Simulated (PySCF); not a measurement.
Runs of PySCF 2.14.0 on Pb. The structure is cubic, space group Im-3m (No. 229). Conventional cell: a = 3.959 Å, b = 3.959 Å, c = 3.959 Å, α = 90.00°, β = 90.00°, γ = 90.00°. Pb (site symmetry m-3m) has 8 Pb at 3.43 Å as nearest neighbours. This isn't the form of Pb at room conditions, which is fcc.

| task | level | potentials or basis | cell | k mesh | smearing | symmetry | density cutoff | exponents discarded below (exp_to_discard) | potentials | gaussian width of the DOS | other keys | mesh quality | gap on the mesh (eV) | V0 of scaled cells (Å³/atom) | B0 (GPa) |
| --- | --- | --- | --- | --- | --- | --- | --- | --- | --- | --- | --- | --- | --- | --- | --- |
| density of states | PBE | DZVP-MOLOPT-SR/GTH-PBE (potentials made for PBE) | as given | 9 × 9 × 9 | fermi-dirac 0.05 eV | yes | 58 Ha | 0.02 1/bohr^2 | Pb GTH-PBE-q4 | 0.15 eV | - | not flagged | none | - | - |
| single point | SCAN | TZV2P-MOLOPT-SR/GTH-BLYP (potentials made for BLYP) | as given | 6 × 6 × 6 | fermi-dirac 0.27 eV | no | 40 Ha | 0.05 1/bohr^2 | Pb GTH-BLYP-q4 | - | several, not listed | coarse | none | - | - |
| single point | B3PW91 | TZVP-MOLOPT-HYB/GTH-HYB (UZH) (potentials made for PBE0) | as given | 3 × 3 × 3 | fermi-dirac 0.05 eV | no | 34 Ha | 0.05 1/bohr^2 | Pb GTH-HYB-q4 | - | several, not listed | coarse | none | - | - |
| density of states | PBEsol | DZVP-MOLOPT-SR/GTH-PBE (potentials made for PBE) | as given | 9 × 9 × 9 | fermi-dirac 0.05 eV | yes | 58 Ha | 0.02 1/bohr^2 | Pb GTH-PBE-q4 | 0.15 eV | - | not flagged | none | - | - |
| single point | r2SCAN+D3(BJ) | TZVP-MOLOPT-SR/GTH-PBE (potentials made for PBE) | cell strained at random at fixed volume | 7 × 7 × 7 | gaussian 0.05 eV | no | 40 Ha | 0.05 1/bohr^2 | Pb GTH-PBE-q4 | - | - | not flagged | none | - | - |
| equation of state | PBE | DZVP-MOLOPT-SR/GTH-PBE (potentials made for PBE) | as given | 9 × 9 × 9 | fermi-dirac 0.05 eV | yes | 58 Ha | 0.02 1/bohr^2 | Pb GTH-PBE-q4 | - | - | not flagged | - | 31.73 | 39 |
| equation of state | PBEsol | DZVP-MOLOPT-SR/GTH-PBE (potentials made for PBE) | as given | 9 × 9 × 9 | fermi-dirac 0.05 eV | yes | 58 Ha | 0.02 1/bohr^2 | Pb GTH-PBE-q4 | - | - | not flagged | - | (a) | 44 |

Alike in all rows: no spin polarisation.

**Question.** Fill in the values left out.

**Answer.** (a) 31.13.

Caveats: some runs use coarse meshes; the basis of atomic orbitals isn't converged, which shifts pressures, moduli and gaps; the potentials were made for another functional, which shifts forces and pressure (some runs); the density mesh is thin for the hardest basis functions, which adds noise to energies, forces and pressure (some runs); meta-GGAs need a finer uniform grid than this (some runs); on so small a mesh gaps with full-range exact exchange can be off by tenths of an eV to over 1 eV (some runs); pairwise dispersion overbinds metals, which lowers pressure and volume (some runs).

A k mesh can miss the band edges, and the runs leave out spin-orbit coupling on Pb.

A gap of «none» marks a metal or a gap under the smearing width.
